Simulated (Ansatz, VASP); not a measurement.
**One calculation of NaH, two programs**

Contents of INCAR:

```
SYSTEM = NaH
  PREC = Accurate
  ENCUT = 520
  EDIFF = 1E-6
  ISMEAR = 0
  SIGMA = 0.02
  LREAL = .False.
  LASPH = .True.
  NELM = 100
  ALGO = Fast
  ISIF = 2
  LWAVE = .False.
  LCHARG = .True.
  GGA = PE
  LELF = .True.
  LVHAR = .True.
  NBANDS = 11
```

File KPOINTS:

```
Automatic mesh
0
Gamma
  10 10 10
  0 0 0
```

POSCAR

```
NaH
1.0
    2.8493896633      0.0000000000      0.0000000000
    0.0000000000      2.8493896633      0.0000000000
    0.0000000000      0.0000000000      2.8493896633
Na H
1 1
Direct
    0.0000000000      0.0000000000      0.0000000000
    0.5000000000      0.5000000000      0.5000000000
```

Input for Ansatz:

```yaml
crystal:
  lattice:
    - [2.8493896633, 0.0, 0.0]
    - [0.0, 2.8493896633, 0.0]
    - [0.0, 0.0, 2.8493896633]
  atoms:
    - { symbol: Na, position: [0.0, 0.0, 0.0] }
    - { symbol: H, position: [0.5, 0.5, 0.5] }
basis:
  ecutwfc: 420
kpoints:
  mp_grid: { grid: [10, 10, 10] }
hamiltonian:
  xc: pbe
scf:
  occupations: { method: gaussian, width: 0.02 }
output:
  forces: true
  stress: true
  eigenvalues: true
```

Alike in both runs: task single point; functional PBE; k mesh 10 × 10 × 10; occupations gaussian, width 0.02 eV; no spin polarisation.

|  | VASP | Ansatz |
| --- | --- | --- |
| version | VASP 6.6.1 | Ansatz 0.2.0 |
| potentials or method | VASP PAW PBE potentials, release 64 (Na_pv, H) | scalar-relativistic, plane waves, PAW |
| plane-wave cutoff (eV) | 520 | 420 |
| valence electrons in the cell | 8 | 10 |

```tsv
	VASP	Ansatz	Ansatz less VASP
gap on the k mesh at the Fermi level (eV)	1.03	1.04	+0.002
least direct gap on the mesh (eV)	4.76	4.76	+0.006
pressure (GPa)	3.4	3.5	+0.09
```

The two sets of potentials don't hold the same shells in valence.

A k mesh can miss the band edges.
